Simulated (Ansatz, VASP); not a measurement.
**One calculation of Te2Pt (Moncheite), two programs**

```
CELL_PARAMETERS angstrom
4.06277 0.00000 0.00000
-2.03138 3.51846 0.00000
0.00000 0.00000 5.26944
ATOMIC_POSITIONS crystal
Pt 0.00000 0.00000 0.00000
Te 0.66667 0.33333 0.75000
Te 0.33333 0.66667 0.25000
```

Change from the starting cell: volume scaled by 1.04.

Alike in both runs: task single point; functional PBE; k mesh 8 × 8 × 5; occupations fermi-dirac, width 0.05 eV; no spin polarisation.

|  | VASP | Ansatz |
| --- | --- | --- |
| version | VASP 6.6.1 | Ansatz 0.2.0 |
| potentials or method | VASP PAW PBE potentials, release 64 (Pt, Te) | Ansatz PAW |
| plane-wave cutoff (eV) | 520 | 420 |
| valence electrons in the cell | 22 | 50 |

|  | VASP | Ansatz | Ansatz less VASP |
| --- | --- | --- | --- |
| gap on the k mesh at the Fermi level (eV) | none | none | - |
| pressure (GPa) | 3.7 | 3.9 | +0.22 |
| largest component of the traceless stress (GPa) | 0.07 | 0.11 | +0.037 |
| rms of the force components (eV/Å) | 0.249 | 0.253 | +0.0044 |

Atom by atom the forces differ by 0.004 eV/Å (rms over components). A gap of «none» marks a metal or a gap that the smearing closes. The two sets of potentials don't hold the same shells in valence.

The runs have no spin-orbit coupling, so splittings on Pt, Te are missing.
